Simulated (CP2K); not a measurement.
Sn under changes of volume

One of the cells (27.353 Å³/atom); the others are scaled copies at fixed shape and fractional positions:

```
Sn
1.0
     3.31562    0.00000    0.00000
    -1.65191    2.87481    0.00000
    -0.83186   -1.43741    2.86971
Sn
1
Direct
  0.00000 0.00000 0.00000
```

This isn't the form of Sn at room conditions, which is tetragonal (white tin).

```yaml
Program: CP2K 2026.2
Functional: PBEsol
Potentials_or_basis: POTENTIAL_UZH Sn GTH-PBE-q4; TZVP-MOLOPT-PBE-GTH basis
Density_cutoff: 6123 eV
k_mesh: 10 × 10 × 10
Occupations: methfessel-paxton, width 0.1 eV
Spin: no spin polarisation
```

```tsv
volume (Å³/atom)	energy over the lowest point (meV/atom)	pressure (GPa)
25.712	33.04	5.2
26.259	18.06	3.6
26.806	?	?
27.353	2.11	1.1
27.901	0.00	0.1
28.448	1.11	-0.8
28.995	5.09	-1.6
```

Problem. What does the run at 26.806 Å³/atom give?

Solution. Energy over the lowest point 7.95 meV/atom; pressure 2.3 GPa.

Worked out: A Birch-Murnaghan fit of order 3 (a polynomial in V^(-2/3)) to the other rows has its minimum at 27.97 Å³/atom with B0 = V·E''(V) = 48 GPa and B' = 6.0 at fixed shape and positions, which overstates the stiffness. It gives 7.96 meV/atom at 26.806 Å³/atom, against the run's 7.95, and -dE/dV = 2.3 GPa, against 2.3.

Caveats: the potentials were made for another functional, which shifts forces and pressure; the basis of atomic orbitals isn't converged, which shifts pressures, moduli and gaps.
